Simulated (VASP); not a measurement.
# CoSi2 (Fm-3m) in VASP: notebook, part 2 of 2

VASP 6.6.1. The steps go on from the part before.

## (5) Relaxation of cell and atoms, r2SCAN

File INCAR:

```
  PREC = Accurate
  ENCUT = 600
  EDIFF = 1E-6
  ISMEAR = 1
  SIGMA = 0.1
  LREAL = False
  LASPH = True
  NELM = 80
  ALGO = Normal
  ISIF = 3
  LWAVE = False
  LCHARG = False
  METAGGA = R2SCAN
  LMIXTAU = True
  IBRION = 2
  NSW = 90
  EDIFFG = -0.01
```

File KPOINTS:

```
Automatic mesh
0
Gamma
  12 12 12
```

File POSCAR:

```
CoSi2
1.0
    0.0000000000      2.6780000000      2.6780000000
    2.6780000000      0.0000000000      2.6780000000
    2.6780000000      2.6780000000      0.0000000000
Co Si
1 2
Direct
    0.0000000000      0.0000000000      0.0000000000
    0.2500000000      0.2500000000      0.2500000000
    0.7500000000      0.7500000000      0.7500000000
```

Run with:

```sh
cat potpaw_PBE.64/Co/POTCAR potpaw_PBE.64/Si/POTCAR > POTCAR
mpirun -np 1 vasp_std > vasp.out
```

It took 5.5 min on 1 thread of AMD EPYC 9R45 (Zen 5), shared host; peak memory 0.18 GiB.

Results (log left out):

```
Free energy                            : -32.0089 eV
Relaxed volume                         : 12.50 Å³/atom
Relaxed cell                           : a = 3.757 Å, b = 3.757 Å, c = 3.757 Å, α = 60.00°, β = 60.00°, γ = 60.00°
Space group after relaxing (to 0.05 Å) : Fm-3m (No. 225)
Energy gained by relaxing              : 4.3 meV/atom
Ionic steps                            : 3
Pressure after relaxing                : 0.0 GPa
Band gap on the k mesh                 : none (metal or under the smearing width)
```

Step by step:
```tsv
step	energy change (eV)	largest force (eV/Å)	pressure (GPa)	volume (Å³)
1	0.0000	0.0000	-4.49	38.41
2	0.0061	0.0000	6.02	36.45
3	-0.0130	0.0000	-0.03	37.51
```

Final structure:
```xyz
3
Lattice="0.0000 2.6568 2.6568 2.6568 0.0000 2.6568 2.6568 2.6568 0.0000" Properties=species:S:1:pos:R:3 pbc="T T T"
Co    0.0000    0.0000    0.0000
Si    1.3284    1.3284    1.3284
Si    3.9852    3.9852    3.9852
```

Levels at points of the mesh, in eV from the Fermi level:
```tsv
k point	band 7	band 8	band 9	band 10	band 11	band 12
(0.00, 0.00, 0.00)	1.53	3.63	3.63	3.75	3.75	3.75
(0.50, 0.00, 0.00)	-1.72	-0.53	-0.53	3.27	3.72	3.72
(0.50, 0.50, 0.00)	-2.01	-2.01	-1.44	1.93	3.21	9.03
```

Caveat: the PAW data sets were made with another functional, which shifts forces and pressure a little. Spin polarisation is off, so any magnetic state and its effect on volume and gap are missing.

## (6) Relaxation of cell and atoms, r2SCAN

This run uses another cell than the first one, of 12.50 Å³/atom, 0.975 times its volume.

Edit INCAR of step 5 so:

```diff
@@ -2,3 +2,3 @@
   ENCUT = 600
-  EDIFF = 1E-6
+  EDIFF = 1E-7
   ISMEAR = 1
@@ -16,2 +16,2 @@
   NSW = 90
-  EDIFFG = -0.01
+  EDIFFG = -0.005
```

KPOINTS is that of step 5.

File POSCAR:

```
CoSi2                                   
1.0
   -0.0000000000      2.6567988962      2.6567988962
    2.6567988962     -0.0000000000      2.6567988962
    2.6567988962      2.6567988962      0.0000000000
  Co              Si            
     1     2
Direct
     0.0000000000000000    0.0000000000000000    0.0000000000000000
     0.2500000000000000    0.2500000000000000    0.2500000000000000
     0.7500000000000000    0.7500000000000000    0.7500000000000000
```

Potentials or basis: VASP PAW PBE potentials, release 64 (Co, Si).

Run with:

```sh
cat potpaw_PBE.64/Co/POTCAR potpaw_PBE.64/Si/POTCAR > POTCAR
mpirun -np 1 vasp_std > vasp.out
```

OUTCAR:

```text
PREC = Accurate
   ENCUT = 600
   EDIFF = 1E-7
   ISMEAR = 1
   LREAL = False
   LASPH = True
   NELM = 80
   ISIF = 3
   METAGGA = R2SCAN
   IBRION = 2
   NSW = 90
   EDIFFG = -0.005

 ion  position               nearest neighbor table
   1  0.000  0.000  0.000-   3 2.30   3 2.30   3 2.30   2 2.30   3 2.30   2 2.30   2 2.30   2 2.30

   2  0.250  0.250  0.250-   1 2.30   1 2.30   1 2.30   1 2.30   3 2.66   3 2.66   3 2.66   3 2.66
                             3 2.66   3 2.66
   3  0.750  0.750  0.750-   1 2.30   1 2.30   1 2.30   1 2.30   2 2.66   2 2.66   2 2.66   2 2.66
                             2 2.66   2 2.66

  LATTYP: Found a face centered cubic cell.
 ALAT       =     5.3135977924

  Lattice vectors:

 A1 = (   0.0000000000,   2.6567988962,   2.6567988962)
 A2 = (   2.6567988962,   0.0000000000,   2.6567988962)
 A3 = (   2.6567988962,   2.6567988962,   0.0000000000)

Analysis of symmetry for initial positions (statically):
=====================================================================
 Subroutine PRICEL returns:
 Original cell was already a primitive cell.

 Routine SETGRP: Setting up the symmetry group for a
 face centered cubic supercell.

 Subroutine GETGRP returns: Found 48 space group operations
 (whereof 48 operations were pure point group operations)
 out of a pool of 48 trial point group operations.

The static configuration has the point symmetry O_h .

Analysis of symmetry for dynamics (positions and initial velocities):
=====================================================================
 Subroutine PRICEL returns:
 Original cell was already a primitive cell.

 Routine SETGRP: Setting up the symmetry group for a
 face centered cubic supercell.

 Subroutine GETGRP returns: Found 48 space group operations
 (whereof 48 operations were pure point group operations)
 out of a pool of 48 trial point group operations.

The dynamic configuration has the point symmetry O_h .

 Subroutine INISYM returns: Found 48 space group operations
 (whereof 48 operations are pure point group operations),
[... 132 lines left out ...]
  energy-cutoff  :      600.00
  volume of cell :       37.51
 maximum number of plane-waves:      1283
   NGX = 15   NGY = 15   NGZ = 15

 number of electron      17.0000001 magnetization

 Free energy of the ion-electron system (eV)
  ---------------------------------------------------
  ext. energy  EPLUGINS =         0.00000000
  ---------------------------------------------------
  free energy    TOTEN  =       -32.00862159 eV

  energy without entropy =      -32.00799964  energy(sigma->0) =      -32.00841428

 E-fermi :  10.2968     XC(G=0): -12.6619

 val. band max:       10.2915087023   @ k =   0.2500   0.1667   0.0833
 cond. band min:      10.3141234566   @ k =   0.4167   0.0833   0.0000
 fundamental gap:      0.0226147544
 Fermi energy:        10.2968076767

 k-point     1 :       0.0000    0.0000    0.0000
  band No.  band energies     occupation
      1      -3.6559      2.00000
      2       5.9535      2.00000
      3       5.9535      2.00000
      4       5.9535      2.00000
      5       8.2271      2.00000
      6       8.2271      2.00000
      7      11.8291     -0.00000
      8      13.9243      0.00000
      9      13.9243      0.00000
     10      14.0451      0.00000
     11      14.0451      0.00000
     12      14.0451      0.00000
[... 331 lines left out ...]
 k-point    24 :      -0.4167    0.1667    0.0000
  band No.  band energies     occupation
      1       0.0848      2.00000
      2       1.0041      2.00000
      3       5.5525      2.00000
      4       6.6307      2.00000
      5       7.2514      2.00000
      6       8.1059      2.00000
      7       8.5748      2.00000
      8       9.3189      2.00000
      9       9.8056      2.00000
     10      12.9221      0.00000
     11      14.7178      0.00000
     12      15.8626      0.00000

 [... further k-points ...]

------------------------ aborting loop because EDIFF is reached ----------------------------------------

  FORCE on cell =-STRESS in cart. coord.  units (eV):
  Direction    XX          YY          ZZ          XY          YZ          ZX
  --------------------------------------------------------------------------------------
  -------------------------------------------------------------------------------------
  Total       -0.0009969     -0.0009969     -0.0009969      0.0000000     -0.0000000      0.0000000
  in kB       -0.0425870     -0.0425870     -0.0425870      0.0000000     -0.0000000      0.0000000
  external PRESSURE =      -0.0425870 kB  Pullay stress =       0.0000000 kB

 VOLUME and BASIS-vectors are now :
 -----------------------------------------------------------------------------
  energy-cutoff  :      600.00
  volume of cell :       37.51
      direct lattice vectors                 reciprocal lattice vectors
     0.000000000  2.656798896  2.656798896    -0.188196405  0.188196405  0.188196405
     2.656798896  0.000000000  2.656798896     0.188196405 -0.188196405  0.188196405
     2.656798896  2.656798896  0.000000000     0.188196405  0.188196405 -0.188196405

 POSITION                                       TOTAL-FORCE (eV/Angst)
 -----------------------------------------------------------------------------------
      0.00000      0.00000      0.00000         0.000000      0.000000      0.000000
      1.32840      1.32840      1.32840         0.000000      0.000000     -0.000000
      3.98520      3.98520      3.98520        -0.000000     -0.000000      0.000000
 -----------------------------------------------------------------------------------
    total drift:                                0.000000     -0.000000     -0.000000

  FREE ENERGIE OF THE ION-ELECTRON SYSTEM (eV)
  ---------------------------------------------------
  free  energy   TOTEN  =       -32.0086215939 eV

  energy  without entropy=      -32.0079996423  energy(sigma->0) =      -32.00841428

 reached required accuracy - stopping structural energy minimisation
```

OSZICAR:

```text
N       E                     dE             d eps       ncg     rms          rms(c)
DAV:   1     0.651197299919E+02    0.65120E+02   -0.81690E+03  1736   0.159E+03
DAV:   2    -0.305650022405E+02   -0.95685E+02   -0.89674E+02  1740   0.281E+02
DAV:   3    -0.356381752376E+02   -0.50732E+01   -0.48277E+01  2184   0.745E+01
DAV:   4    -0.357702577829E+02   -0.13208E+00   -0.13164E+00  2104   0.109E+01
[... 11 lines left out ...]
DAV:  16    -0.320086209509E+02    0.48230E-05   -0.57993E-07  2164   0.159E-02    0.912E-04
DAV:  17    -0.320086230110E+02   -0.20601E-05   -0.20456E-07  1304   0.945E-03    0.137E-03
DAV:  18    -0.320086209095E+02    0.21015E-05   -0.12407E-07  1032   0.861E-03    0.203E-04
DAV:  19    -0.320086215713E+02   -0.66176E-06   -0.10106E-08   976   0.134E-03    0.983E-05
DAV:  20    -0.320086215939E+02   -0.22621E-07   -0.20100E-09   948   0.524E-04
   1 F= -.32008622E+02 E0= -.32008414E+02  d E =-.320086E+02
```

Run time: 2.5 min. Hardware: 1 thread of AMD EPYC 9R45 (Zen 5), shared host; peak memory 0.16 GiB.

Results:

| Property | Result |
| --- | --- |
| Free energy | -32.0086 eV |
| Pressure after relaxing | 0.0 GPa |
| Band gap on the k mesh | none (metal or under the smearing width) |

Final structure:
```yaml
crystal:
  lattice:
    - [0.00000, 2.65680, 2.65680]
    - [2.65680, 0.00000, 2.65680]
    - [2.65680, 2.65680, 0.00000]
  atoms:
    - { symbol: Co, position: [0.00000, 0.00000, 0.00000] }
    - { symbol: Si, position: [0.25000, 0.25000, 0.25000] }
    - { symbol: Si, position: [0.75000, 0.75000, 0.75000] }
```

Levels at points of the mesh, in eV from the Fermi level:
| k point | band 5 | band 6 | band 7 | band 8 | band 9 | band 10 | band 11 | band 12 |
| --- | --- | --- | --- | --- | --- | --- | --- | --- |
| (0.00, 0.00, 0.00) | -2.07 | -2.07 | 1.53 | 3.63 | 3.63 | 3.75 | 3.75 | 3.75 |
| (0.50, 0.00, 0.00) | -2.24 | -1.72 | -1.72 | -0.53 | -0.53 | 3.27 | 3.72 | 3.72 |
| (0.50, 0.50, 0.00) | -3.94 | -2.05 | -2.01 | -2.01 | -1.44 | 1.93 | 3.21 | 9.03 |

Caveat: the relaxation stopped at its first step, so nothing moved; the PAW data sets were made with another functional, which shifts forces and pressure a little. Spin polarisation is off, so any magnetic state and its effect on volume and gap are missing.

## (7) Summary

```csv
level,gap on the mesh (eV),pressure (GPa)
PBE,none,0.0
PBE+D3(BJ),none,0.0
r2SCAN,none,0.0
```

Alike in all rows: task relaxation of cell and atoms; potentials or basis VASP PAW PBE potentials, release 64 (Co, Si); no spin polarisation; cell relaxed; k mesh 12 × 12 × 12; cutoff (eV) 600; smearing methfessel-paxton 0.1 eV.

Caveats: the relaxation stopped at its first step, so nothing moved (some runs); pairwise dispersion overbinds metals, which lowers pressure and volume (some runs); the PAW data sets were made with another functional, which shifts forces and pressure a little (some runs).

Absolute energies hang on the potentials; compare differences alone.
